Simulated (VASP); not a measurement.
# Co16O in VASP: notebook

The runs below take Co16O through single point, with optB86b-vdW, rev-vdW-DF2.

All numbers are computed with VASP 6.6.1; they aren't measurements. Logs are shortened: lines on timing, memory, paths and dates and some standing lists are left out, and cuts for length are marked.

**1. Starting point**

The cell holds a slab with vacuum, 17 atoms: a = 5.020 Å, b = 5.020 Å, c = 22.607 Å, α = 90.00°, β = 90.00°, γ = 60.00°.

The cell was built by a generator and needn't be a form met in nature.

**2. Single point, optB86b-vdW, collinear spin, ferromagnetic start**

INCAR

```
SYSTEM = Co16O
AGGAC = 0.0 ; ALGO = Fast
EDIFF = 1E-7 ; ENCUT = 400
GGA = MK ; ISIF = 2
ISMEAR = 1 ; ISPIN = 2
ISYM = 0 ; KPAR = 4
LASPH = .TRUE. ; LCHARG = .FALSE.
LMAXMIX = 4 ; LORBIT = 11
LREAL = Auto ; LUSE_VDW = .TRUE.
LWAVE = .FALSE. ; MAGMOM = 1.8 1.8 1.8 1.8 1.8 1.8 1.8 1.8 1.8 1.8 1.8 1.8 1.8 1.8 1.8 1.8 0
NBANDS = 93 ; NELM = 120
PARAM1 = 0.1234 ; PARAM2 = 1.0
PREC = Accurate ; SIGMA = 0.1
```

KPOINTS

```
k-points
0
G
  6 6 1
  0 0 0
```

POSCAR

```
Co16O
1.0
    5.0200000000      0.0000000000      0.0000000000
    2.5100000000      4.3474475270      0.0000000000
    0.0000000000      0.0000000000     22.6068300000
Co O
16 1
Direct
    0.8333000000      0.3333000000      0.1106000000
    0.3333000000      0.3333000000      0.1106000000
    0.8333000000      0.8333000000      0.1106000000
    0.3333000000      0.8333000000      0.1106000000
    0.0000000000      0.0000000000      0.2006000000
    0.5000000000      0.0000000000      0.2006000000
    0.0000000000      0.5000000000      0.2006000000
    0.5000000000      0.5000000000      0.2006000000
    0.8356000000      0.3321000000      0.2893000000
    0.3324000000      0.3321000000      0.2893000000
    0.8335000000      0.8331000000      0.2883000000
    0.3324000000      0.8353000000      0.2893000000
    0.9959000000      0.9957000000      0.3771000000
    0.5086000000      0.9956000000      0.3770000000
    0.9960000000      0.5081000000      0.3771000000
    0.5001000000      0.4998000000      0.3723000000
    0.1670000000      0.1664000000      0.4263000000
```

Potentials or basis: VASP PAW PBE potentials, release 64 (Co, O).

Run with:

```
> cat potpaw_PBE.64/Co/POTCAR potpaw_PBE.64/O/POTCAR > POTCAR
> mpirun -np 4 vasp_std > vasp.out
```

OUTCAR:

```text
SYSTEM = Co16O
   EDIFF = 1E-7
   ENCUT = 400
   GGA = MK
   ISIF = 2
   ISMEAR = 1
   ISPIN = 2
   ISYM = 0
   LASPH = .TRUE.
   LORBIT = 11
   LREAL = Auto
   NELM = 120
   PREC = Accurate

 ion  position               nearest neighbor table
   1  0.833  0.333  0.111-   8 2.50   5 2.50   7 2.50   2 2.51   2 2.51   3 2.51   4 2.51   3 2.51
                             4 2.51
   2  0.333  0.333  0.111-   7 2.50   6 2.50   8 2.50   1 2.51   1 2.51   3 2.51   4 2.51   4 2.51
                             3 2.51
   3  0.833  0.833  0.111-   6 2.50   7 2.50   5 2.50   4 2.51   4 2.51   1 2.51   2 2.51   2 2.51
                             1 2.51
   4  0.333  0.833  0.111-   5 2.50   8 2.50   6 2.50   3 2.51   3 2.51   1 2.51   2 2.51   1 2.51
                             2 2.51
   5  0.000  0.000  0.201-  11 2.46   9 2.47  12 2.47   4 2.50   1 2.50   3 2.50   6 2.51   6 2.51
                             7 2.51   8 2.51   7 2.51   8 2.51
   6  0.500  0.000  0.201-  11 2.46  10 2.47  12 2.47   3 2.50   2 2.50   4 2.50   5 2.51   5 2.51
                             7 2.51   8 2.51   8 2.51   7 2.51
   7  0.000  0.500  0.201-  11 2.46   9 2.47  10 2.47   2 2.50   3 2.50   1 2.50   8 2.51   8 2.51
                             5 2.51   6 2.51   6 2.51   5 2.51
   8  0.500  0.500  0.201-  12 2.48  10 2.48   9 2.48   1 2.50   4 2.50   2 2.50   7 2.51   7 2.51
                             5 2.51   6 2.51   5 2.51   6 2.51
   9  0.836  0.332  0.289-  16 2.38  15 2.47  13 2.47   5 2.47   7 2.47   8 2.48  10 2.49  12 2.49
                            11 2.51  11 2.51  10 2.53  12 2.53
  10  0.332  0.332  0.289-  16 2.38  14 2.46  15 2.47   6 2.47   7 2.47   8 2.48   9 2.49  12 2.49
                            11 2.51  11 2.51   9 2.53  12 2.53
  11  0.834  0.833  0.288-  14 2.45  15 2.45  13 2.45   7 2.46   5 2.46   6 2.46  10 2.51   9 2.51
                            12 2.51  12 2.51   9 2.51  10 2.51
  12  0.332  0.835  0.289-  16 2.38  14 2.46  13 2.47   6 2.47   5 2.47   8 2.48  10 2.49   9 2.49
                            11 2.51  11 2.51   9 2.53  10 2.53
  13  0.996  0.996  0.377-  17 1.86  14 2.45  15 2.45  11 2.45   9 2.47  12 2.47  16 2.51  16 2.51
                            15 2.57  14 2.57
  14  0.509  0.996  0.377-  17 1.86  13 2.45  15 2.45  11 2.45  12 2.46  10 2.46  16 2.51  16 2.51
                            15 2.57  13 2.57
  15  0.996  0.508  0.377-  17 1.86  14 2.45  13 2.45  11 2.45  10 2.47   9 2.47  16 2.51  16 2.51
                            13 2.57  14 2.57
  16  0.500  0.500  0.372-  10 2.38   9 2.38  12 2.38  14 2.51  15 2.51  13 2.51  14 2.51  15 2.51
                            13 2.51
  17  0.167  0.166  0.426-  15 1.86  13 1.86  14 1.86

IMPORTANT INFORMATION: All symmetrisations will be switched off!
NOSYMM: (Re-)initialisation of all symmetry stuff for point group C_1.

----------------------------------------------------------------------------------------

                                     Primitive cell

  volume of cell :     493.3757

  direct lattice vectors                    reciprocal lattice vectors
[... 169 lines left out ...]
 fundamental gap:      0.0154914244
 Fermi energy:         0.3028797365

 spin component 1

 k-point     1 :       0.0000    0.0000    0.0000
  band No.  band energies     occupation
      1     -18.7588      1.00000
      2      -8.1145      1.00000
      3      -6.7582      1.00000
      4      -5.5918      1.00000
      5      -5.5201      1.00000
      6      -5.5195      1.00000
[... 1789 lines left out ...]
     86      -0.3734      1.00000
     87      -0.3713      1.00000
 Fermi energy:         0.3028797365

 spin component 2

 k-point     1 :       0.0000    0.0000    0.0000
  band No.  band energies     occupation
      1     -18.4997      1.00000
      2      -8.0442      1.00000
      3      -6.6409      1.00000
      4      -5.0863      1.00000
      5      -4.9496      1.00000
      6      -4.9490      1.00000
[... 1789 lines left out ...]
     86       1.3256     -0.00000
     87       1.4185     -0.00000
 [bands above 87 left out]

------------------------ aborting loop because EDIFF is reached ----------------------------------------

  FORCE on cell =-STRESS in cart. coord.  units (eV):
  Direction    XX          YY          ZZ          XY          YZ          ZX
  --------------------------------------------------------------------------------------
  -------------------------------------------------------------------------------------
  Total      -13.8835469    -13.8696401     -8.1953449      0.0028779      0.0068654     -0.0061013
  in kB      -45.0851251    -45.0399646    -26.6133828      0.0093457      0.0222945     -0.0198132
  external PRESSURE =     -38.9128242 kB  Pullay stress =       0.0000000 kB

 VOLUME and BASIS-vectors are now :
 -----------------------------------------------------------------------------
  energy-cutoff  :      400.00
  volume of cell :      493.38
      direct lattice vectors                 reciprocal lattice vectors
     5.020000000  0.000000000  0.000000000     0.199203187 -0.115010014  0.000000000
     2.510000000  4.347447527  0.000000000     0.000000000  0.230020028  0.000000000
     0.000000000  0.000000000 22.606830000     0.000000000  0.000000000  0.044234419

 POSITION                                       TOTAL-FORCE (eV/Angst)
 -----------------------------------------------------------------------------------
      5.01975      1.44900      2.50032         0.011278     -0.006297      0.650006
      2.50975      1.44900      2.50032        -0.010499     -0.006371      0.649320
      6.27475      3.62273      2.50032         0.000296      0.000101      0.743766
      3.76475      3.62273      2.50032         0.000425      0.012669      0.649488
      0.00000      0.00000      4.53493         0.025328      0.014569     -0.629904
      2.51000      0.00000      4.53493        -0.025224      0.013827     -0.629049
[... 9 lines left out ...]
      3.76500      2.17285      8.41652         0.001083      0.001532     -0.064461
      1.25600      0.72342      9.63729         0.001974     -0.003594     -0.122857
 -----------------------------------------------------------------------------------
    total drift:                               -0.000412     -0.000558      0.002885

  FREE ENERGIE OF THE ION-ELECTRON SYSTEM (eV)
  ---------------------------------------------------
  free  energy   TOTEN  =       -73.3260427070 eV

  energy  without entropy=      -73.3281403074  energy(sigma->0) =      -73.32674191

Total vdW correction in eV:     27.9890773

 total charge

# of ion       s       p       d       tot
------------------------------------------
    1        0.471   0.379   7.226   8.076
    2        0.471   0.379   7.226   8.077
    3        0.468   0.380   7.229   8.078
    4        0.471   0.379   7.226   8.077
    5        0.482   0.505   7.263   8.250
    6        0.482   0.505   7.263   8.250
[... 9 lines left out ...]
   16        0.474   0.395   7.282   8.151
   17        1.602   3.371   0.000   4.973
--------------------------------------------------
tot          9.268  10.896 116.155 136.320

 magnetization (x)

# of ion       s       p       d       tot
------------------------------------------
    1       -0.009  -0.034   1.819   1.776
    2       -0.009  -0.034   1.819   1.776
    3       -0.013  -0.035   1.799   1.751
    4       -0.009  -0.034   1.819   1.776
    5       -0.012  -0.045   1.741   1.684
    6       -0.012  -0.045   1.741   1.684
[... 9 lines left out ...]
   16       -0.016  -0.021   1.855   1.818
   17        0.003   0.132   0.000   0.135
--------------------------------------------------
tot         -0.175  -0.449  27.928  27.303
```

OSZICAR:

```text
N       E                     dE             d eps       ncg     rms          rms(c)
DAV:   1     0.116566174711E+04    0.11657E+04   -0.56525E+04  7440   0.139E+03
DAV:   2     0.430722502409E+02   -0.11226E+04   -0.10741E+04  7445   0.359E+02
DAV:   3    -0.780282607777E+02   -0.12110E+03   -0.11036E+03 10441   0.146E+02
[... 50 lines left out ...]
RMM:  54    -0.733260370715E+02   -0.14425E-05   -0.11950E-07  4160   0.893E-04    0.206E-04
RMM:  55    -0.733260391701E+02   -0.20986E-05   -0.48742E-07  4522   0.133E-03    0.151E-04
RMM:  56    -0.733260393745E+02   -0.20439E-06   -0.24573E-07  4090   0.116E-03    0.126E-04
RMM:  57    -0.733260417721E+02   -0.23976E-05   -0.25989E-07  4169   0.122E-03    0.734E-05
RMM:  58    -0.733260426127E+02   -0.84060E-06   -0.13778E-07  3865   0.857E-04    0.659E-05
RMM:  59    -0.733260427070E+02   -0.94355E-07   -0.29936E-08  3429   0.511E-04
   1 F= -.73326043E+02 E0= -.73326742E+02  d E =0.209760E-02  mag=    27.1737
```

It took 49 min on 4 MPI ranks of Intel Xeon Platinum 8488C (Sapphire Rapids), shared host; peak memory 2.1 GiB.

Results:

| Quantity | Value |
| --- | --- |
| Free energy | -73.3260 eV |
| Largest force | 0.744 eV/Å |
| Band gap on the k mesh | none (metal or under the smearing width) |
| Net moment | 27.17 μB per cell |
| Site moments | Co +1.78, +1.75, +1.68, +1.72, +1.70, +1.60, +1.82; O +0.14 μB |
| Valence electrons inside the program's atomic spheres | Co 8.08, 8.25, 8.24, 8.28, 8.29, 8.26, 8.15; O 4.97 |

Forces in eV/Å, atoms in the order of the input:
```
Co   0.011 -0.006  0.650
Co  -0.010 -0.006  0.649
Co   0.000  0.000  0.744
Co   0.000  0.013  0.649
Co   0.025  0.015 -0.630
Co  -0.025  0.014 -0.629
Co  -0.001 -0.031 -0.630
Co   0.001 -0.001 -0.506
Co   0.005 -0.004  0.030
Co  -0.005 -0.001  0.026
Co   0.002  0.001  0.023
Co  -0.002  0.006  0.026
Co  -0.037 -0.023 -0.076
Co   0.033 -0.020 -0.060
Co   0.000  0.047 -0.078
Co   0.001  0.002 -0.064
O    0.002 -0.004 -0.123
```

Caveat: the cutoff is under 1.25 times the usual one of these potentials, so pressure, stress and relaxed cells hold a basis-set (Pulay) error; the PAW data sets were made with another functional, which shifts forces and pressure a little; semilocal functionals often make such compounds metallic where correlation or magnetic order opens a gap, which also shifts bond lengths.

**3. Single point, rev-vdW-DF2, collinear spin, ferromagnetic start**

INCAR, as its differences from that of step 2:

```diff
@@ -11,3 +11,4 @@
 NBANDS = 93 ; NELM = 120
-PARAM1 = 0.1234 ; PARAM2 = 1.0
+PARAM1 = 0.1234 ; PARAM2 = 0.711357
 PREC = Accurate ; SIGMA = 0.1
+ZAB_VDW = -1.8867
```

KPOINTS is that of step 2.

POSCAR is that of step 2.

Potentials or basis: VASP PAW PBE potentials, release 64 (Co, O).

Run with:

```
> cat potpaw_PBE.64/Co/POTCAR potpaw_PBE.64/O/POTCAR > POTCAR
> mpirun -np 4 vasp_std > vasp.out
```

It took 55 min on 4 MPI ranks of Intel Xeon Platinum 8488C (Sapphire Rapids), shared host; peak memory 2.1 GiB.

The run converged. Its results:

- Free energy: -77.4092 eV
- Largest force: 0.726 eV/Å
- Band gap on the k mesh: none (metal or under the smearing width)
- Net moment: 27.15 μB per cell
- Site moments: Co +1.77, +1.75, +1.68, +1.72, +1.70, +1.59, +1.60, +1.82; O +0.14 μB
- Valence electrons inside the program's atomic spheres: Co 8.08, 8.25, 8.24, 8.28, 8.29, 8.26, 8.15; O 4.97

Forces on the atoms (eV/Å):
```
Co   0.011 -0.006  0.632
Co  -0.010 -0.006  0.631
Co   0.000  0.000  0.726
Co   0.000  0.013  0.631
Co   0.026  0.015 -0.626
Co  -0.026  0.014 -0.625
Co  -0.001 -0.031 -0.626
Co   0.001 -0.001 -0.500
Co   0.006 -0.004  0.027
Co  -0.006 -0.002  0.024
Co   0.002  0.001  0.020
Co  -0.002  0.007  0.024
Co  -0.041 -0.026 -0.056
Co   0.037 -0.023 -0.040
Co   0.000  0.052 -0.058
Co   0.001  0.002 -0.055
O    0.002 -0.004 -0.130
```

Levels at points of the mesh, in eV from the Fermi level:
Spin up:
```tsv
k point	band 84	band 85	band 86	band 87	band 88	band 89	band 90	band 91
(0.00, 0.00, 0.00)	-0.53	-0.53	-0.35	-0.30	-0.30	0.83	1.11	1.13
(0.50, 0.00, 0.00)	-0.72	-0.65	-0.60	-0.32	-0.23	0.20	0.74	1.13
(0.50, 0.50, 0.00)	-0.72	-0.65	-0.60	-0.32	-0.23	0.20	0.74	1.13
(0.00, 0.50, 0.00)	-0.72	-0.65	-0.60	-0.32	-0.23	0.20	0.74	1.13
```
Spin down:
| k point | band 60 | band 61 | band 62 | band 63 | band 64 | band 65 |
| --- | --- | --- | --- | --- | --- | --- |
| (0.00, 0.00, 0.00) | 0.23 | 0.37 | 0.44 | 0.44 | 0.56 | 0.57 |
| (0.50, 0.00, 0.00) | -0.11 | -0.09 | -0.04 | 0.01 | 0.04 | 0.05 |
| (0.50, 0.50, 0.00) | -0.11 | -0.09 | -0.04 | 0.01 | 0.04 | 0.05 |
| (0.00, 0.50, 0.00) | -0.11 | -0.09 | -0.04 | 0.01 | 0.04 | 0.05 |

Caveat: the cutoff is under 1.25 times the usual one of these potentials, so pressure, stress and relaxed cells hold a basis-set (Pulay) error; the PAW data sets were made with another functional, which shifts forces and pressure a little; semilocal functionals often make such compounds metallic where correlation or magnetic order opens a gap, which also shifts bond lengths.
